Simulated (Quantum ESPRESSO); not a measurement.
Au: changing the strain (εxx = s, εyy = s)

```
Au
1.0
     0.00000    2.03500    2.03500
     2.03500    0.00000    2.03500
     2.03500    2.03500    0.00000
Au
1
Direct
  0.00000 0.00000 0.00000
```

Kept alike: task single point; functional PBEsol; k mesh 11 × 11 × 11; occupations fermi-dirac, width 0.05 eV; no spin polarisation. Program: Quantum ESPRESSO, GBRV 1.5 PBEsol, cutoff 612 eV. The mesh is that of the run's cell of 1 atom. No spin-orbit coupling.

```tsv
s	free energy over the lowest row (meV/atom)
-0.04	85.46
-0.02	?
-0.01	6.91
0	0.00
0.01	1.26
0.02	9.86
0.04	45.26
```

The cell shown is the unstrained one; x, y and z are its Cartesian axes; atoms keep their fractions. For a metal such a mesh leaves the last digits unconverged.

Question: Fit the rows shown and predict the run at -0.02.

Answer: A least-squares cubic through the rows shown is free energy = -147711 s³ + 40848 s² - 266.14 s + 0.005 (largest miss 0.021); at s = -0.02 it gives 22.85 meV/atom. The run gave: free energy over the lowest row 22.82 meV/atom.

Gold resists in-plane compression more than expansion: 85.46 meV/atom at -0.04 against 45.26 at 0.04. Two effects contribute. The fitted minimum lies between 0 and 0.01, so the reference cell is slightly compressed in the plane for this functional, and this offset accounts for most of the asymmetry at the smallest strains. At the largest strains the cubic term matters about as much. It reflects ordinary anharmonicity: shortening the bonds sharply raises the overlap repulsion of the filled 5d shells and the kinetic energy of the sp electrons, whereas stretching them gradually weakens the cohesion.

The prediction at -0.02 succeeds because it interpolates a smooth elastic curve, which says little about strains beyond the sampled range. Since the z axis stays fixed, the curvature measures the clamped response, C11 + C12. An epitaxial film free to relax along its normal would be softer, and the minimum here is not the equilibrium lattice constant of cubic gold.
